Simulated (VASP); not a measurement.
Set up this calculation in VASP 6.6.1, as the native input.

| Property | Result |
| --- | --- |
| Task | relaxation of cell and atoms |
| Functional | rev-vdW-DF2 |
| Potentials or basis | VASP PAW PBE potentials, release 64 (W_sv, S) |
| Cutoff | 600 eV |
| k mesh | 10 × 10 × 10 |
| Occupations | gaussian, width 0.03 eV |
| Spin | no spin polarisation |
| Further INCAR settings | ALGO = Normal; EDIFF = 1e-06; IBRION = 2; EDIFFG = -0.01; NSW = 90; ISIF = 3 |

The structure of WS2 lies in POSCAR:

```
WS2
1.0
    1.5790000000      0.9116360751      6.1633333333
   -1.5790000000      0.9116360751      6.1633333333
    0.0000000000     -1.8232721501      6.1633333333
W S
1 2
Direct
    0.0000000000      0.0000000000      0.0000000000
    0.2497000000      0.2497000000      0.2497000000
    0.4190000000      0.4190000000      0.4190000000
```

Measurements of this composition are mostly on another form, of space group No. 194.

These files were run (other wordings do the same):

INCAR

```
SYSTEM = WS2
PREC     = Accurate       ! precision mode
ENCUT    = 600            ! plane-wave cutoff, eV
EDIFF    = 1E-6           ! SCF threshold, eV
ISMEAR   = 0              ! smearing method
SIGMA    = 0.03           ! smearing width, eV
LREAL    = .FALSE.        ! projectors in reciprocal space
LASPH    = .TRUE.         ! aspherical terms in the spheres
NELM     = 80             ! most SCF steps
ALGO     = Normal         ! electronic algorithm
ISIF     = 3              ! what is computed and relaxed
LWAVE    = .FALSE.        ! write WAVECAR
LCHARG   = .FALSE.        ! write CHGCAR
GGA      = MK             ! functional
LUSE_VDW = .TRUE.       
AGGAC    = 0.0          
PARAM1   = 0.1234       
PARAM2   = 0.711357     
ZAB_VDW  = -1.8867      
IBRION   = 2              ! ionic algorithm
NSW      = 90             ! ionic steps
EDIFFG   = -0.01          ! ionic threshold
KPAR     = 2
```

KPOINTS

```
regular mesh
0
G
  10 10 10
  0 0 0
```

Potentials or basis: VASP PAW PBE potentials, release 64 (W_sv, S).

The run is started by

```console
$ cat potpaw_PBE.64/W_sv/POTCAR potpaw_PBE.64/S/POTCAR > POTCAR
$ mpirun -np 2 vasp_std > vasp.out
```

Results of the run:

| Quantity | Value |
| --- | --- |
| Relaxed volume | 17.99 Å³/atom |
| Relaxed cell | a = 6.456 Å, b = 6.456 Å, c = 6.456 Å, α = 28.45°, β = 28.45°, γ = 28.45° |
| Space group after relaxing (to 0.05 Å) | R3m (No. 160) |
| Energy gained by relaxing | 4.4 meV/atom |
| Ionic steps | 9 |
| Pressure after relaxing | 0.0 GPa |
| Largest force after relaxing | 0.009 eV/Å |
| Band gap on the k mesh | 1.05 eV, indirect (least direct gap 2.20 eV) |

Caveat: the PAW data sets were made with another functional, which shifts forces and pressure a little; spin-orbit coupling is left out, which moves the levels of the heavy elements.

Wall time 33 min on 2 MPI ranks on Intel(R) Xeon(R) 6975P-C (Granite Rapids), on a shared host, peak memory 1.2 GiB a rank.
